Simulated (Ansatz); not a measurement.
A plane-wave DFT run in Ansatz 0.2.0 (scalar-relativistic PAW potentials unless the input names others): input and command.

```yaml
crystal:
  lattice:
    - [0.0, 2.164, 2.09908]
    - [2.164, 0.0, 2.09908]
    - [2.164, 2.164, 0.0]
  atoms:
    - { symbol: Ti, position: [0.0, 0.0, 0.0] }
    - { symbol: C, position: [0.5, 0.5, 0.5] }
basis:
  ecutwfc: 420
kpoints:
  mp_grid: { grid: [1, 1, 1] }
hamiltonian:
  xc: pbe
scf:
  occupations: { method: gaussian, width: 0.15 }
  max_iter: 100
output:
  forces: true
  eigenvalues: true
  stress: true
```

```bash
ansatz run input.yaml --threads 1 --pin off --max-ram 2560MiB --backend cpu --events-out ev --progress --plain --runs-dir out
```

Abridged log:
```
Pseudopotentials: kind: paw
Pseudopotential: Ti, paw, valence charge 12, recommended cutoff 420 eV (normal)
Pseudopotential: C, paw, valence charge 4, recommended cutoff 420 eV (normal)
Functional definition: PBE
Crystal: 2 atoms, lattice volume = 19.660 Å³
Basis set: ecut = 420 eV, 371 PW (Γ), exchange–correlation on 48×48×48 points (8 copies of the dense FFT grid, shifted against one another)
Bands: 12, of which v1, the nominal top of the filled ones, is band 8 counted from 1 (7 counted from 0)
Symmetry: 16 space group operations
Space group: I4/mmm (ITA 139), of the structure as read, at distance tolerance 2.7e-5 Å
k-points: 1
Initial density: superposition of atomic densities (neutral atoms: chi_scale 0, normalization atom), corrected by the library's trained network
Initial wavefunctions: pseudopotential atomic-orbital guess
Functional: x = pbe(κ = 0.804, μ = 0.21951497), c = pbe(β = 0.06672455)
SCF iter   1: F=—  HF=-2735.009140 eV  |F-HF|=—  |Δ(HF+E_count)|=         —  Δρ=5.06e-1  dr2=6.00e1  ethr=1.77e-3  ⟨swp⟩=4.0  Hψ=56  notcnv=0
SCF iter   2: F=—  HF=-2785.445851 eV  |F-HF|=—  |Δ(HF+E_count)|=    5.04e1  Δρ=7.96e-1  dr2=1.45e2  ethr=1.77e-3  ⟨swp⟩=6.0  Hψ=47  notcnv=0  recentre
SCF iter   3: F=—  HF=-2743.890069 eV  |F-HF|=—  |Δ(HF+E_count)|=    4.16e1  Δρ=4.95e-1  dr2=6.03e1  ethr=1.77e-3  ⟨swp⟩=3.0  Hψ=38  notcnv=0
SCF iter   4: F=—  HF=-2733.934298 eV  |F-HF|=—  |Δ(HF+E_count)|=    9.96e0  Δρ=4.45e-1  dr2=5.06e1  ethr=1.77e-3  ⟨swp⟩=4.0  Hψ=33  notcnv=0
SCF iter   5: F=—  HF=-2734.674776 eV  |F-HF|=—  |Δ(HF+E_count)|=   7.40e-1  Δρ=4.56e-1  dr2=5.29e1  ethr=1.77e-3  ⟨swp⟩=2.0  Hψ=19  notcnv=0
SCF iter   6: F=—  HF=-2732.053981 eV  |F-HF|=—  |Δ(HF+E_count)|=    2.62e0  Δρ=1.93e-1  dr2=6.41e0  ethr=1.77e-3  ⟨swp⟩=3.0  Hψ=24  notcnv=0
SCF iter   7: F=—  HF=-2732.084452 eV  |F-HF|=—  |Δ(HF+E_count)|=   3.05e-2  Δρ=2.09e-1  dr2=8.35e0  ethr=1.77e-3  ⟨swp⟩=1.0  Hψ=20  notcnv=0
SCF iter   8: F=—  HF=-2733.518688 eV  |F-HF|=—  |Δ(HF+E_count)|=    1.43e0  Δρ=3.90e-1  dr2=3.87e1  ethr=1.77e-3  ⟨swp⟩=2.0  Hψ=20  notcnv=0  recentre
   ...
SCF iter  26: F=—  HF=-2731.842599 eV  |F-HF|=—  |Δ(HF+E_count)|=   2.08e-3  Δρ=1.46e-2  dr2=3.68e-2  ethr=2.66e-4  ⟨swp⟩=1.0  Hψ=12  notcnv=0
SCF iter  27: F=—  HF=-2731.843994 eV  |F-HF|=—  |Δ(HF+E_count)|=   1.39e-3  Δρ=4.96e-3  dr2=4.90e-3  ethr=2.30e-4  ⟨swp⟩=1.0  Hψ=12  notcnv=0
SCF iter  28: F=—  HF=-2731.844051 eV  |F-HF|=—  |Δ(HF+E_count)|=   5.69e-5  Δρ=2.12e-3  dr2=8.84e-4  ethr=3.06e-5  ⟨swp⟩=1.0  Hψ=12  notcnv=0
SCF iter  29: F=—  HF=-2731.844059 eV  |F-HF|=—  |Δ(HF+E_count)|=   8.34e-6  Δρ=3.35e-4  dr2=2.02e-5  ethr=5.53e-6  ⟨swp⟩=1.0  Hψ=12  notcnv=0
SCF iter  30: F=—  HF=-2731.843992 eV  |F-HF|=—  |Δ(HF+E_count)|=   6.68e-5  Δρ=7.81e-5  dr2=1.25e-6  ethr=1.26e-7  ⟨swp⟩=1.0  Hψ=12  notcnv=0
SCF iter  31: F=—  HF=-2731.843992 eV  |F-HF|=—  |Δ(HF+E_count)|=   1.08e-8  Δρ=3.56e-5  dr2=2.07e-7  ethr=7.82e-9  ⟨swp⟩=1.0  Hψ=12  notcnv=0
SCF iter  32: F=—  HF=-2731.843992 eV  |F-HF|=—  |Δ(HF+E_count)|=   1.41e-9  Δρ=2.37e-5  dr2=1.33e-7  ethr=1.30e-9  ⟨swp⟩=1.0  Hψ=12  notcnv=0
SCF iter  33: F=-2731.843992 eV  HF=-2731.843992 eV  |F-HF|=4.62e-9  |Δ(HF+E_count)|=   1.49e-9  Δρ=4.75e-6  dr2=5.54e-9  ethr=6.25e-10  ⟨swp⟩=3.0  Hψ=36  notcnv=0
SCF 1 converged in 33 iterations: F = -2731.843992 eV  dr2 = 5.54e-9
SCF converged after 33 iterations
Free energy (F): -2731.843992 eV
Harris-Foulkes:  -2731.843992 eV  (|F-HF|=4.62e-9)
Internal energy: -2731.418867 eV  (E = F + TS)
E sigma→0 (E₀):  -2731.631429 eV
Entropy (-TS):   -0.425126 eV (-212.563 meV/atom)
Fermi energy:    17.140904 eV
--- Forces (eV/Å), atoms counted from 1 ---
  atom   1  Ti     0.00000000     0.00000000     0.00000000
  atom   2  C      0.00000000     0.00000000     0.00000000
--- Stress (GPa, compression-positive) ---
      173.023155       0.000000       0.000000
        0.000000     173.023155       0.000000
        0.000000       0.000000      92.124716
  P = ⅓ Tr σ = 146.0570 GPa (1460.570 kbar)
```

Question: What should be changed?

Answer: The fault is one k-point for a small cell (kpoints.mp_grid.grid: [18, 18, 18] → [1, 1, 1], the first being the value of the sound run). Setting it back cures it. The run converged all the same, with an energy at zero smearing 10.3 eV/atom above the reference's, pressure 146.06 GPa, largest force 0.000 eV/Å, no gap on the mesh, so convergence alone doesn't show that an input is right. A reference run from the same start on usual settings converged with pressure 9.57 GPa, largest force 0.000 eV/Å, no gap on the mesh.

The run took 0.56 s on 1 thread of Arm Neoverse V2, with other jobs on the host, peak memory 0.24 GiB.